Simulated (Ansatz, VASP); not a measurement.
## One calculation of BN, two programs

The input INCAR:

```
SYSTEM = BN
PREC = Accurate ; ENCUT = 520
EDIFF = 1E-7 ; ISMEAR = -1
SIGMA = 0.05 ; LREAL = .False.
LASPH = .True. ; NELM = 100
ALGO = Normal ; ISIF = 2
LWAVE = .False. ; LCHARG = .False.
GGA = PS ; NBANDS = 11
```

The input KPOINTS:

```
Automatic mesh
0
Gamma
  12 12 12
  0 0 0
```

POSCAR

```
BN
1.0
    1.2594075994      0.7271193165      3.3952723682
   -1.2594075994      0.7271193165      3.3952723682
    0.0000000000     -1.4542386330      3.3952723682
N B
1 1
Direct
    0.6672382000      0.6672382000      0.6672382000
    0.0003288000      0.0003288000      0.0003288000
```

input.yaml

```yaml
crystal:
  lattice:
    - [1.2594075994, 0.7271193165, 3.3952723682]
    - [-1.2594075994, 0.7271193165, 3.3952723682]
    - [0.0, -1.454238633, 3.3952723682]
  atoms:
    - { symbol: "N", position: [0.6672382, 0.6672382, 0.6672382] }
    - { symbol: B, position: [0.0003288, 0.0003288, 0.0003288] }
kpoints:
  mp_grid: { grid: [12, 12, 12] }
scf:
  occupations: { method: fermi_dirac, width: 0.05 }
hamiltonian:
  xc: pbesol
  pseudopotentials: { kind: all_electron, lapw: { basis_error: 0.0005 } }
output:
  forces: true
  stress: true
  eigenvalues: true
```

Change from the starting cell: volume scaled by 1.02.

Alike in both runs: task single point; functional PBEsol; k mesh 12 × 12 × 12; occupations fermi-dirac, width 0.05 eV; no spin polarisation.

|  | VASP | Ansatz |
| --- | --- | --- |
| version | VASP 6.6.1 | Ansatz 0.2.0 |
| potentials or method | VASP PAW PBE potentials, release 64 (N, B) | all-electron LAPW, scalar-relativistic |
| plane-wave cutoff (eV) | 520 | see its input |

Ansatz gave:

```
gap on the k mesh at the Fermi level (eV)       : 4.16
least direct gap on the mesh (eV)               : 4.59
pressure (GPa)                                  : -3.9
largest component of the traceless stress (GPa) : 4.27
```

Problem. Estimate VASP's values.

Solution. gap on the k mesh at the Fermi level (eV): 4.16; least direct gap on the mesh (eV): 4.59; pressure (GPa): -3.6; largest component of the traceless stress (GPa): 3.81.

Ansatz ran all-electron here, so the differences hold the error of VASP's frozen core and of both bases.

Caveats: the PAW data sets were made with another functional, which shifts forces and pressure a little (VASP). A k mesh can miss the band edges.
